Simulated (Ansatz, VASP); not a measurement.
**One calculation of AlN, two programs**

```
Al N
1.0
     3.15093    0.00000    0.00000
    -1.57546    2.72878    0.00000
     0.00000    0.00000    5.04553
Al N
2 2
Direct
  0.66667 0.33333 0.00005
  0.33333 0.66667 0.50005
  0.66667 0.33333 0.38195
  0.33333 0.66667 0.88195
```

Change from the starting cell: volume scaled by 1.04, ions relaxed.

Alike in both runs: functional PBE; k mesh 11 × 11 × 6; occupations fermi-dirac, width 0.02 eV; no spin polarisation.

Ansatz relaxed the structure, and its values are those at the end. VASP's run is a single point on that final structure, the one shown.

|  | VASP | Ansatz |
| --- | --- | --- |
| version | VASP 6.6.1 | Ansatz 0.2.0 |
| potentials or method | VASP PAW PBE potentials, release 64 (Al, N) | plane-wave PAW, scalar-relativistic |
| plane-wave cutoff (eV) | 520 | 420 |
| valence electrons in the cell | 16 | 16 |

```csv
,VASP,Ansatz,Ansatz less VASP
gap on the k mesh at the Fermi level (eV),3.87,3.86,-0.008
pressure (GPa),-3.8,-3.5,+0.27
rms of the force components (eV/Å),0.010,0.009,-0.0003
```

Ansatz warned: «stress_scf_threshold_loose».

Caveats: an odd mesh through Γ misses points on the zone boundary, where band edges often lie.
